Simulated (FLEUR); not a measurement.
Runs of FLEUR MaX-R8.1 (later development tree) on SnO. Symmetry: P4/nmm, No. 129, tetragonal system. The conventional cell has a = 3.814 Å, b = 3.814 Å, c = 4.887 Å, α = 90.00°, β = 90.00°, γ = 90.00°. Around Sn (site symmetry 4mm) lie 4 O at 2.23 Å. Around O (site symmetry -4m2) lie 4 Sn at 2.23 Å. The cell is a database's computed one.

```csv
task,level,gmax,muffin-tin radii,max iterations,mixer history,density convergence,kmax,gap on the mesh (eV)
band structure,r2SCAN,13.8 1/bohr,"Sn 2.24, O 1.62 bohr",80,30,0.0001 me/bohr^3,4.44 1/bohr,(a)
band structure,PBE,13.8 1/bohr,"Sn 2.24, O 1.62 bohr",60,15,1e-05 me/bohr^3,4.44 1/bohr,0.37
single point,PBEsol,14 1/bohr,"Sn 2.19, O 1.59 bohr",60,15,1e-05 me/bohr^3,4.53 1/bohr,0.35
band structure,RPBE,13.8 1/bohr,"Sn 2.24, O 1.62 bohr",60,15,1e-05 me/bohr^3,4.44 1/bohr,0.31
band structure,LDA,13.7 1/bohr,"Sn 2.26, O 1.63 bohr",60,15,1e-05 me/bohr^3,4.42 1/bohr,0.46
band structure,AM05,13.8 1/bohr,"Sn 2.24, O 1.62 bohr",60,15,1e-05 me/bohr^3,4.44 1/bohr,0.40
band structure,PBEsol,13.8 1/bohr,"Sn 2.24, O 1.62 bohr",60,15,1e-05 me/bohr^3,4.44 1/bohr,0.35
band structure,LDA,13.8 1/bohr,"Sn 2.24, O 1.62 bohr",60,15,1e-05 me/bohr^3,4.44 1/bohr,0.46
```

Alike in all rows: potentials or basis all-electron, FLAPW; no spin polarisation; cell as given; k mesh 7 × 7 × 6; smearing fermi-dirac 0.05 eV.

Estimate the missing entries.

(a) 0.50.

Caveats: spin-orbit coupling is left out, which moves the levels of the heavy elements; the mesh misses the band edges, which the band path finds closer together (some runs); the meta-GGA is that of a development version, with a GGA for the radial functions and cores and without core tails (some runs); an odd mesh through Γ misses points on the zone boundary, where band edges often lie (some runs).

A k mesh can miss the band edges, and the runs leave out spin-orbit coupling on Sn.

Not every run made on this cell is shown here.
